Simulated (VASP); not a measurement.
# BaZrO3: the relaxed cell at several levels of theory, part 3 of 3

How much does the relaxed cell of BaZrO3 depend on the functional? The starting structure is a measured crystal structure from the Crystallography Open Database. The first relaxation on each setting starts from this cell expanded by 3 % in volume.

VASP 6.6.1.

Results so far: PBEsol 14.72 Å³ an atom; LDA 14.40 Å³ an atom; PBE 15.20 Å³ an atom; PBEsol + D3(BJ) 14.47 Å³ an atom; r2SCAN 14.96 Å³ an atom; r2SCAN + rVV10 14.86 Å³ an atom.

## 8. Relaxation with optB86b-vdW (continued)

Level of this step: optB86b-vdW; plane waves and PAW (Ba_sv, Zr_sv, O) (VASP).

OUTCAR, selected parts (step 8):

```text
  Total       -0.0087970     -0.0087970     -0.0087970      0.0000000      0.0000000      0.0000000
  in kB       -0.1887323     -0.1887323     -0.1887323      0.0000000      0.0000000      0.0000000
  external PRESSURE =      -0.1887323 kB  Pullay stress =       0.0000000 kB

 POSITION                                       TOTAL-FORCE (eV/Angst)
 -----------------------------------------------------------------------------------
      0.00000      0.00000      0.00000         0.000000      0.000000      0.000000
      2.10557      2.10557      2.10557         0.000000      0.000000      0.000000
      2.10557      2.10557      0.00000         0.000000      0.000000      0.000000
      2.10557      0.00000      2.10557         0.000000      0.000000      0.000000
      0.00000      2.10557      2.10557         0.000000      0.000000      0.000000
 -----------------------------------------------------------------------------------
    total drift:                                0.000000     -0.000000     -0.000000

  FREE ENERGIE OF THE ION-ELECTRON SYSTEM (eV)
  ---------------------------------------------------
  free  energy   TOTEN  =       -33.0478649479 eV

  energy  without entropy=      -33.0478649479  energy(sigma->0) =      -33.04786495

[... 2 parts as in an earlier step ...]

[... 2 further parts left out ...]
[key lines of the parts left out:]
E-fermi :   3.7332
```

With optB86b-vdW the relaxed cell holds 14.936 Å³ an atom, +1.42 % against the measured cell, with a = 4.211 Å. That is +1.47 % from PBEsol.

## 9. Relaxation with AM05

AM05 is built from the electron gas and the surface model, and does well on lattice constants. This run starts from the cell of an earlier relaxation, which isn't shown; the restart sets up the plane waves anew.

INCAR reads:

```
SYSTEM = BaZrO3
PREC = Accurate
ENCUT = 520
EDIFF = 1E-06
NELM = 100
ISMEAR = 0
SIGMA = 0.03
LREAL = .FALSE.
ALGO = Normal
GGA = AM
NBANDS = 26
LASPH = .TRUE.
LORBIT = 11
LWAVE = .FALSE.
LCHARG = .FALSE.
KPAR = 8
IBRION = 2
NSW = 50
ISIF = 3
EDIFFG = -0.006
```

POSCAR reads:

```
BaZrO3
1.0
    4.1962079628      0.0000000000      0.0000000000
    0.0000000000      4.1962079628      0.0000000000
    0.0000000000      0.0000000000      4.1962079628
Ba Zr O
1 1 3
Direct
    0.0000000000      0.0000000000      0.0000000000
    0.5000000000      0.5000000000      0.5000000000
    0.5000000000      0.5000000000      0.0000000000
    0.5000000000      0.0000000000      0.5000000000
    0.0000000000      0.5000000000      0.5000000000
```

KPOINTS reads:

```
Automatic mesh
0
Gamma
6 6 6
0 0 0
```

PAW data sets: Ba_sv, Zr_sv and O (PBE family, release 64).

Run with:

```
mpirun -np 8 vasp_std
```

The program printed:

```text
[... set-up lines as in an earlier step ...]
 entering main loop
       N       E                     dE             d eps       ncg     rms          rms(c)
DAV:   1     0.316605335897E+03    0.31661E+03   -0.22134E+04  1040   0.151E+03
DAV:   2    -0.282306971531E+02   -0.34484E+03   -0.33715E+03  1312   0.369E+02
DAV:   3    -0.486809610873E+02   -0.20450E+02   -0.20399E+02  1642   0.867E+01
DAV:   4    -0.492003967136E+02   -0.51944E+00   -0.51890E+00  1486   0.112E+01
[...]
DAV:  12    -0.424531247801E+02   -0.60180E-04   -0.18378E-04  1286   0.957E-02    0.399E-02
DAV:  13    -0.424531224328E+02    0.23473E-05   -0.15392E-05  1466   0.283E-02    0.596E-03
DAV:  14    -0.424531231897E+02   -0.75697E-06   -0.30219E-06  1092   0.134E-02
   1 F= -.42453123E+02 E0= -.42453123E+02  d E =-.424531E+02
[...]
reached required accuracy - stopping structural energy minimisation
```

Wall time 8.4 s (8 MPI ranks of Intel Xeon Platinum 8375C at 2.90GHz (Ice Lake), shared host); peak memory 1.6 GiB; 62 s of CPU time.

Parts of OUTCAR (step 9):

```text
  Total       -0.0084466     -0.0084466     -0.0084466      0.0000000      0.0000000      0.0000000
  in kB       -0.1831552     -0.1831552     -0.1831552      0.0000000      0.0000000      0.0000000
  external PRESSURE =      -0.1831552 kB  Pullay stress =       0.0000000 kB

 POSITION                                       TOTAL-FORCE (eV/Angst)
 -----------------------------------------------------------------------------------
      0.00000      0.00000      0.00000         0.000000      0.000000      0.000000
      2.09810      2.09810      2.09810         0.000000      0.000000      0.000000
      2.09810      2.09810      0.00000         0.000000      0.000000      0.000000
      2.09810      0.00000      2.09810         0.000000      0.000000      0.000000
      0.00000      2.09810      2.09810         0.000000      0.000000      0.000000
 -----------------------------------------------------------------------------------
    total drift:                                0.000000     -0.000000     -0.000000

  FREE ENERGIE OF THE ION-ELECTRON SYSTEM (eV)
  ---------------------------------------------------
  free  energy   TOTEN  =       -42.4531231897 eV

  energy  without entropy=      -42.4531231897  energy(sigma->0) =      -42.45312319

[... 2 parts as in an earlier step ...]

[... 2 further parts left out ...]
[key lines of the parts left out:]
E-fermi :   3.8384
```

With AM05 the relaxed cell holds 14.778 Å³ an atom, +0.35 % against the measured cell, with a = 4.196 Å. That is +0.39 % from PBEsol.

## 10. The runs compared

```tsv
level	volume (Å³/atom)	against the measured cell (%)	a (Å)	pressure left (GPa)	core minutes
PBEsol	14.72	-0.04	4.1908	-0.03	3.23
LDA	14.397	-2.23	4.1599	-0.05	3.04
PBE	15.201	3.23	4.2359	0.0	1.87
PBEsol + D3(BJ)	14.466	-1.76	4.1666	-0.06	3.87
r2SCAN	14.965	1.62	4.2138	0.0	5.73
r2SCAN + rVV10	14.861	0.92	4.2041	0.01	24.8
optB86b-vdW	14.936	1.42	4.2111	-0.02	19.2
AM05	14.778	0.35	4.1962	-0.02	4.05
```

Core minutes are wall time times ranks, summed over the relaxations behind a row (those for a bulk modulus apart), on shared hosts.

## 11. Summary of results

```json
{
  "volume, PBEsol": "14.72 Å³/atom",
  "volume, LDA": "14.40 Å³/atom",
  "volume, PBE": "15.20 Å³/atom",
  "volume, PBEsol + D3(BJ)": "14.47 Å³/atom",
  "volume, r2SCAN": "14.96 Å³/atom",
  "volume, r2SCAN + rVV10": "14.86 Å³/atom",
  "volume, optB86b-vdW": "14.94 Å³/atom",
  "volume, AM05": "14.78 Å³/atom"
}
```

Across 8 levels the volume of BaZrO3 spans 5.6 %, from 14.40 Å³ an atom (LDA) to 15.20 Å³ (PBE). Against the measured volume of the starting structure, PBEsol comes nearest (+0.0 %) and PBE lies farthest (+3.2 %). The measured cell holds zero-point expansion and, unless it was taken cold, thermal expansion, which the runs lack, so small differences decide nothing. Adding D3(BJ) to PBEsol changes the volume by -1.7 %. Adding rVV10 to r2SCAN changes the volume by -0.7 %. All runs keep the symmetry of the start, so they can't find a distortion of lower symmetry. Further runs on this material are not shown.

[Lines on the potential files, build, host, timing and source positions are cut from VASP's logs without a mark.]

[Logs are printed without paths, hosts, clocks, repeated set-up lines and the standing remarks that a program may print on its own settings, such as how far it seeks lower states.]

[Hosts, paths, dates, database ids (printed as entryN), source tags and the programs' standing remarks are cut or masked in the printed files.]
